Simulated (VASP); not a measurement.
# NaI: dielectric tensor with PBE

**Measured values to compare with.**

A printed reference work, monograph reports, for a bulk crystal of NaI: high-frequency dielectric constant 3.01.

The system is NaI.

```xyz
2
Lattice="0.0000 3.2046 3.2046 3.2046 0.0000 3.2046 3.2046 3.2046 0.0000" Properties=species:S:1:pos:R:3 pbc="T T T"
Na    3.2046    3.2046    6.4091
I     3.2046    3.2046    3.2046
```

- Program: VASP 6.6.1
- Task: dielectric tensor
- Functional: PBE
- Potentials or basis: VASP PAW PBE potentials, release 64 (Na_pv, I)
- Cutoff: 520 eV
- k mesh: 12 × 12 × 12
- Occupations: gaussian, width 0.03 eV
- Spin: no spin polarisation
- Monkhorst-Pack mesh: yes
- Further INCAR settings: ALGO = Normal; EDIFF = 1e-08

* Electronic dielectric tensor (diagonal): 3.42
* Born charges (mean of the diagonal): Na +1.19; I -1.19 e

Levels at points of the mesh, in eV from the valence-band top:
```csv
k point,band 4,band 5,band 6,band 7,band 8,band 9,band 10,band 11
"(0.04, 0.04, 0.04)",-11.09,-0.06,0.00,0.00,3.80,7.87,7.96,7.96
```

Electronic dielectric tensor:
```
3.42 0.00 0.00
0.00 3.42 0.00
0.00 0.00 3.42
```

Born effective charge tensors (e):
atom 1, Na
```
1.19 0.00 0.00
0.00 1.19 0.00
0.00 0.00 1.19
```
atom 2, I
```
-1.19  0.00  0.00
 0.00 -1.19  0.00
 0.00  0.00 -1.19
```

Wall time 27 min on 1 thread of AMD EPYC 9R45 (Zen 5), with other jobs on the host, peak memory 0.91 GiB.

Measured high-frequency dielectric constant of NaI: 3.01 (a printed reference work, monograph). This calculation gives 3.42 (+13.6 %).

Spin-orbit coupling is left out, which matters for the levels of I.
